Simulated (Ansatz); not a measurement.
# Residual resistivity of an alloy: Pt(111) with 4 layers of random Pt-Al, 2x2, part 2 of 2

How strongly does chemical disorder scatter in Pt(111) with 4 layers of random Pt-Al, 2x2?

Ansatz 0.2.0; Ansatz plane-wave DFT, PBE, PAW files; ballistic transport by layer matching (Landauer), zero bias; PAW set soft_1.

So far. Step 3 (With 8 alloy layers): Over the solved energies the transmission per spin lies between 2.99 and 3.10, out of 6.73 channels of the lead on average (up to 7.04). The log calls the step of a lead's potential too much.

## Step 4: With 12 alloy layers

In 12 layers a share of 0.125 of the sites is given to Al at random. A fresh draw is used; the growth of the resistance with length is what counts.

System of this step: Pt(111) with 12 layers of random Pt-Al, 2x2. The cell holds 72 atoms: 66 Pt and 6 Al. Cell: a = 5.546 Å, b = 5.546 Å, c = 40.757 Å, α = 90.0°, β = 90.0°, γ = 120.0°. It derives from Pt. Regions: lead, 24 atoms (24 Pt); scattering region, 48 atoms (42 Pt and 6 Al). The structure is stacked along c, and the current runs across the ab planes.

input.yaml reads:

```yaml
crystal:
  lattice:
    - [5.5462627489, 0.0, 0.0]
    - [-2.7731313745, 4.8032044366, 0.0]
    - [0.0, 0.0, 40.7565411427]
  atoms:
    - { symbol: Pt, position: [0.0, 0.0, 0.0277777778] }
    - { symbol: Pt, position: [0.0, 0.5, 0.0277777778] }
    - { symbol: Pt, position: [0.5, 0.0, 0.0277777778] }
    - { symbol: Pt, position: [0.5, 0.5, 0.0277777778] }
    - { symbol: Pt, position: [0.1666666667, 0.3333333333, 0.0833333333] }
    - { symbol: Pt, position: [0.1666666667, 0.8333333333, 0.0833333333] }
    - { symbol: Pt, position: [0.6666666667, 0.3333333333, 0.0833333333] }
    - { symbol: Pt, position: [0.6666666667, 0.8333333333, 0.0833333333] }
    - { symbol: Pt, position: [0.3333333333, 0.1666666667, 0.1388888889] }
    - { symbol: Pt, position: [0.3333333333, 0.6666666667, 0.1388888889] }
    - { symbol: Pt, position: [0.8333333333, 0.1666666667, 0.1388888889] }
    - { symbol: Pt, position: [0.8333333333, 0.6666666667, 0.1388888889] }
    - { symbol: Pt, position: [0.0, 0.0, 0.1944444444] }
    - { symbol: Pt, position: [0.0, 0.5, 0.1944444444] }
    - { symbol: Pt, position: [0.5, 0.0, 0.1944444444] }
    - { symbol: Pt, position: [0.5, 0.5, 0.1944444444] }
    - { symbol: Pt, position: [0.1666666667, 0.3333333333, 0.25] }
    - { symbol: Pt, position: [0.1666666667, 0.8333333333, 0.25] }
    - { symbol: Pt, position: [0.6666666667, 0.3333333333, 0.25] }
    - { symbol: Pt, position: [0.6666666667, 0.8333333333, 0.25] }
    - { symbol: Pt, position: [0.3333333333, 0.1666666667, 0.3055555556] }
    - { symbol: Pt, position: [0.3333333333, 0.6666666667, 0.3055555556] }
    - { symbol: Pt, position: [0.8333333333, 0.1666666667, 0.3055555556] }
    - { symbol: Pt, position: [0.8333333333, 0.6666666667, 0.3055555556] }
    - { symbol: Pt, position: [0.0, 0.0, 0.3611111111] }
    - { symbol: Al, position: [0.0, 0.5, 0.3611111111] }
    - { symbol: Pt, position: [0.5, 0.0, 0.3611111111] }
    - { symbol: Pt, position: [0.5, 0.5, 0.3611111111] }
    - { symbol: Pt, position: [0.1666666667, 0.3333333333, 0.4166666667] }
    - { symbol: Pt, position: [0.1666666667, 0.8333333333, 0.4166666667] }
    - { symbol: Pt, position: [0.6666666667, 0.3333333333, 0.4166666667] }
    - { symbol: Al, position: [0.6666666667, 0.8333333333, 0.4166666667] }
    - { symbol: Pt, position: [0.3333333333, 0.1666666667, 0.4722222222] }
    - { symbol: Pt, position: [0.3333333333, 0.6666666667, 0.4722222222] }
    - { symbol: Al, position: [0.8333333333, 0.1666666667, 0.4722222222] }
    - { symbol: Pt, position: [0.8333333333, 0.6666666667, 0.4722222222] }
    - { symbol: Pt, position: [0.0, 0.0, 0.5277777778] }
    - { symbol: Al, position: [0.0, 0.5, 0.5277777778] }
    - { symbol: Pt, position: [0.5, 0.0, 0.5277777778] }
    - { symbol: Pt, position: [0.5, 0.5, 0.5277777778] }
    - { symbol: Pt, position: [0.1666666667, 0.3333333333, 0.5833333333] }
    - { symbol: Pt, position: [0.1666666667, 0.8333333333, 0.5833333333] }
    - { symbol: Al, position: [0.6666666667, 0.3333333333, 0.5833333333] }
    - { symbol: Pt, position: [0.6666666667, 0.8333333333, 0.5833333333] }
    - { symbol: Pt, position: [0.3333333333, 0.1666666667, 0.6388888889] }
    - { symbol: Pt, position: [0.3333333333, 0.6666666667, 0.6388888889] }
    - { symbol: Pt, position: [0.8333333333, 0.1666666667, 0.6388888889] }
    - { symbol: Pt, position: [0.8333333333, 0.6666666667, 0.6388888889] }
    - { symbol: Pt, position: [0.0, 0.0, 0.6944444444] }
    - { symbol: Al, position: [0.0, 0.5, 0.6944444444] }
    - { symbol: Pt, position: [0.5, 0.0, 0.6944444444] }
    - { symbol: Pt, position: [0.5, 0.5, 0.6944444444] }
    - { symbol: Pt, position: [0.1666666667, 0.3333333333, 0.75] }
    - { symbol: Pt, position: [0.1666666667, 0.8333333333, 0.75] }
    - { symbol: Pt, position: [0.6666666667, 0.3333333333, 0.75] }
    - { symbol: Pt, position: [0.6666666667, 0.8333333333, 0.75] }
    - { symbol: Pt, position: [0.3333333333, 0.1666666667, 0.8055555556] }
    - { symbol: Pt, position: [0.3333333333, 0.6666666667, 0.8055555556] }
    - { symbol: Pt, position: [0.8333333333, 0.1666666667, 0.8055555556] }
    - { symbol: Pt, position: [0.8333333333, 0.6666666667, 0.8055555556] }
    - { symbol: Pt, position: [0.0, 0.0, 0.8611111111] }
    - { symbol: Pt, position: [0.0, 0.5, 0.8611111111] }
    - { symbol: Pt, position: [0.5, 0.0, 0.8611111111] }
    - { symbol: Pt, position: [0.5, 0.5, 0.8611111111] }
    - { symbol: Pt, position: [0.1666666667, 0.3333333333, 0.9166666667] }
    - { symbol: Pt, position: [0.1666666667, 0.8333333333, 0.9166666667] }
    - { symbol: Pt, position: [0.6666666667, 0.3333333333, 0.9166666667] }
    - { symbol: Pt, position: [0.6666666667, 0.8333333333, 0.9166666667] }
    - { symbol: Pt, position: [0.3333333333, 0.1666666667, 0.9722222222] }
    - { symbol: Pt, position: [0.3333333333, 0.6666666667, 0.9722222222] }
    - { symbol: Pt, position: [0.8333333333, 0.1666666667, 0.9722222222] }
    - { symbol: Pt, position: [0.8333333333, 0.6666666667, 0.9722222222] }
kpoints:
  mp_grid: { grid: [5, 5, 1] }
hamiltonian:
  xc: pbe
  pseudopotentials: { kind: paw, azcp: { folder: soft_1 } }
scf:
  occupations: { method: fermi_dirac, width: 0.1 }
output:
  transmission:
    leads: [[0, 4]]
    kmesh: [10, 10]
    e_range: [-0.05, 0.05]
    de: 0.05
  write_potential: true
  write_density: true
  volumetric_format: npy
```

Command:

```console
$ ansatz run input.yaml --threads 4 --pin off --max-ram 15360MiB --backend cpu --events-out ev --progress --plain --runs-dir out
```

Numbers of over 12 decimals in the logs are rounded to 6 here.

Log:

```text
[...]
Crystal: 72 atoms, lattice volume = 1085.747 Å³
Basis set: ecut = 420 eV, 21305 PW (Γ)
Bands: 724, of which v1, the nominal top of the filled ones, is band 603 counted from 1 (602 counted from 0)
Symmetry: 1 space group operations
[...]
k-points: 13 of 25 (time reversal used)
[...]
SCF iter   1: F=—  HF=-829897.548052 eV  |F-HF|=—  |Δ(HF+E_count)|=         —  Δρ=9.01e-2  dr2=4.85e2  ethr=3.10e-3  ⟨swp⟩=4.5  Hψ=28482  notcnv=0  defer=314
[...]
SCF iter  12: F=-829870.529820 eV  HF=-829870.529820 eV  |F-HF|=8.27e-9  |Δ(HF+E_count)|=   1.51e-9  Δρ=1.97e-7  dr2=8.39e-9  ethr=8.29e-12  ⟨swp⟩=7.3  Hψ=21184  notcnv=0
SCF 1 converged in 12 iterations: F = -829870.529820 eV  dr2 = 8.39e-9
[...]
transmission: 381 of 3796 steps passed
transmission: 761 of 3796 steps passed
[...]
transmission: 3796 of 3796 steps passed
SCF converged after 12 iterations
Free energy (F): -829870.529820 eV
[...]
Internal energy: -829867.354922 eV  (E = F + TS)
E sigma→0 (E₀):  -829868.942371 eV
Entropy (-TS):   -3.174898 eV (-44.096 meV/atom)
Fermi energy:    22.199370 eV
[...]
--- Band table (eV; the first three rows and the last of 13) ---
  k-point 0: bands = [... 599 lower, 22.3967, 22.3988, 22.4202, 22.4401, 22.4407, 22.4558, 22.4760, 22.4925, ... 117 higher]
  k-point 1: bands = [... 599 lower, 22.1548, 22.1716, 22.1878, 22.1927, 22.2164, 22.2370, 22.2419, 22.2776, ... 117 higher]
  k-point 2: bands = [... 599 lower, 22.1740, 22.1939, 22.2310, 22.2476, 22.2589, 22.2746, 22.2902, 22.3033, ... 117 higher]
  k-point 12: bands = [... 599 lower, 22.0843, 22.0919, 22.1050, 22.1241, 22.1427, 22.1603, 22.2043, 22.2212, ... 117 higher]
--- Transmission ---
  basis      : 241 plane waves across, 73 finite elements along
  points     : 52, standing for a mesh of 10 x 10
[...]
channels       : 6.890000e0 a spin
[...]
junction   : crystal 0 to crystal 0, 1.57 to 40.06 Å
    transmission   : 1.900998e0 a spin
[...]
```

Run time: 15 min. Hardware: 4 threads of Intel Xeon Platinum 8488C (Sapphire Rapids), shared host; peak memory 8 GiB; 54 min of CPU time.

Numbers from this step:

```
free energy                                   : -829870.5298 eV
energy at zero smearing                       : -829868.9424 eV
Fermi energy                                  : 22.20 eV
transmission per spin nearest the Fermi level : 1.901
step of the lead's potential                  : 5 meV
```

Per spin. Transmission, zone mean against energy, zero at the Fermi level:

```tsv
energy (eV)	transmission, zone mean
-0.0500	1.93
0.0000	1.90
0.0500	1.82
```

Over the solved energies the transmission per spin lies between 1.82 and 1.93, out of 6.71 channels of the lead on average (up to 7.04).

## Step 5: The fit

This step: Ansatz plane-wave DFT, PBE, PAW files; ballistic transport by layer matching (Landauer), zero bias; residual resistivity from the slope of the area resistance, atoms on the host's lattice; PAW set soft_1 (Ansatz 0.2.0).

This step gave:

```yaml
resistivity: 41.25 µΩ cm
intercept: 0.08456 fΩ m²
scatter_about_the_fit: 0.1561 fΩ m²
```

Resistance, by row:

```tsv
run	length (Å)	T	channels N	RA (fΩ m²)
n4	9.057	3.196	6.78	0.5686
n8	18.11	3.065	6.733	0.611
n12	27.17	1.881	6.713	1.316
```

Area resistance against length of the alloy:

```tsv
length of the alloy (Å)	area resistance (fΩ m²)
9.06	0.569
18.11	0.611
27.17	1.32
```

The area resistance goes from 0.57 to 1.3 fΩ m² between 9.1 and 27.2 Å, a slope of 41 µΩ cm.

By hand from the end points: (1.316 − 0.5686) fΩ m² / (27.17 − 9.06) Å = 41 µΩ cm, since 1 fΩ m² per Å is 1000 µΩ cm.

## Step 6: Outcome

| Item | Value |
| --- | --- |
| resistivity from the slope | 41.3 µΩ cm |
| area resistance over 9.06 Å | 0.569 fΩ m² |
| area resistance over 18.1 Å | 0.611 fΩ m² |
| area resistance over 27.2 Å | 1.32 fΩ m² |

**Reading.** The slope gives 41 µΩ cm. The points scatter by 0.16 fΩ m² about the line, with one random draw a length in a 2x2 cell, so the slope is a rough value. Read with a model of isotropic scattering on a spherical Fermi surface and the lead's 2.0×10¹⁵ S/m², this slope means a mean free path near 9.3 Å; over these lengths the model's slope is within 3 % of its bulk resistivity. The draw over the shortest length came out nearly ordered, with 8 symmetry operations, so that point is a poor sample of a random alloy. The atoms sit on the host's lattice, so scattering by size misfit is left out. Spin-orbit coupling is left out, which matters for Pt. A lead's potential steps by up to 31 meV from period to period, which the log calls too much, so longer leads could move the result.

[Logs are printed without paths, hosts, clocks, repeated set-up lines and the standing remarks that a program may print on its own settings, such as how far it seeks lower states.]

[Hosts, paths, dates, database ids (printed as entryN), source tags and the programs' standing remarks are cut or masked in the printed files.]
